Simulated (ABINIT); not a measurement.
TaN:

```
Ta N
1.0
     0.00000    2.21132    2.21132
     2.21132    0.00000    2.21132
     2.21132    2.21132    0.00000
Ta N
1 1
Cartesian
  2.2113 2.2113 2.2113
  0.0000 0.0000 0.0000
```

The cell comes from a database or a generator and needn't be the stable form of this composition.

- Program: ABINIT 10.8.3 (patched build)
- Task: single point
- Functional: PBE
- Potentials or basis: JTH PAW PBE v2.0
- Cutoff: 707 eV
- k mesh: 10 × 10 × 10
- Occupations: fermi-dirac, width 0.05 eV
- Spin: no spin polarisation

On this cell: pressure -1.6 GPa; largest force zero by symmetry; band gap on the k mesh none (metal or under the smearing width).

The same run follows on a disturbed copy (atoms moved at random, drawn with an rms of 0.05 Å):

```
CELL_PARAMETERS angstrom
0.00000 2.21132 2.21132
2.21132 0.00000 2.21132
2.21132 2.21132 0.00000
ATOMIC_POSITIONS crystal
Ta 0.51353 0.48421 0.52898
N 0.98710 0.98530 0.01570
```

Question: What does the disturbed cell give?

Answer: The energy (extrapolated to zero smearing) moves by +21.0 meV/atom; pressure 0.3 GPa; largest force 0.837 eV/Å; band gap on the k mesh none (metal or under the smearing width).

Forces on the atoms (eV/Å):
```
Ta  -0.208 -0.682 -0.438
N    0.208  0.682  0.438
```

Stress tensor (GPa, compression positive):
```
-0.95 -0.18 -0.08
-0.18  1.73 -0.32
-0.08 -0.32  0.01
```

Caveats: the highest band is partly filled, so the run has too few bands (some runs).
